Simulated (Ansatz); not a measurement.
## P (Cmce), one atom moved along a line

These are results of DFT PBEsol+D3(BJ), scalar-relativistic, plane waves, PAW (Ansatz), not measurements. The runs took a 420 eV cutoff, a Γ-centred 16×16×12 mesh and Gaussian smearing (0.15 eV). No spin polarisation. Energies are free energies at this smearing, counted from the undisturbed cell; pressure is positive in compression.

The undisturbed cell (relaxed at this level):

```xyz
4
Lattice="1.6746 -4.9478 0.0000 1.6746 4.9478 0.0000 0.0000 0.0000 3.8298" Properties=species:S:1:pos:R:3 pbc="T T T"
P     1.6746    3.8477    3.6117
P     1.6746   -1.1001    2.1330
P     1.6746   -3.8477    0.2181
P     1.6746    1.1001    1.6968
```

Atom 1 (P) is moved by x along the Cartesian unit vector (0.707, -0.707, 0.000); the cell and all other atoms stay fixed. The cell is metallic on the mesh throughout.

```
  x (Å)  ΔE (meV/cell) force along x on the moved atoms (eV/Å) pressure (GPa)
-0.3000          459.7                                     3.24             6.0
-0.1500          107.6                                     1.49             2.4
 0.0000            0.0                                     0.00             0.0
 0.2250              ?                                    -1.55               ?
```

(1) Give the withheld values.

Answers

(1) ΔE (meV/cell) at x (Å) = 0.2250: 191.1; pressure (GPa) at x (Å) = 0.2250: -1.4.

Cost: 4 runs of about 7.2 core-minutes in all, on Intel Xeon Platinum 8488C (Sapphire Rapids) (shared hosts).